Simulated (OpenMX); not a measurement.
Crystal: Pd.

```
Pd
1.0
     0.00000    1.94650    1.94650
     1.94650    0.00000    1.94650
     1.94650    1.94650    0.00000
Pd
1
Direct
  0.00000 0.00000 0.00000
```

Base run:

* Program: OpenMX 3.8.5
* Functional: PBE
* Potentials or basis: OpenMX 2013 PBE set, Pd7.0-s3p2d2, grid cutoff 400 Ry
* k mesh: 13 × 13 × 13
* Occupations: fermi-dirac, width 0.05 eV
* Spin: no spin polarisation

Its results: pressure 12.3 GPa.

Q: The run is repeated on the same cell with these changes: potentials or basis from OpenMX 2013 PBE set, Pd7.0-s3p2d2, grid cutoff 400 Ry to OpenMX 2013 PBE set, Pd7.0-s3p2d2f1, grid cutoff 400 Ry. What comes out?

A: Pressure 9.3 GPa.

Caveats: the basis of atomic orbitals isn't converged, which shifts pressures, moduli and gaps.
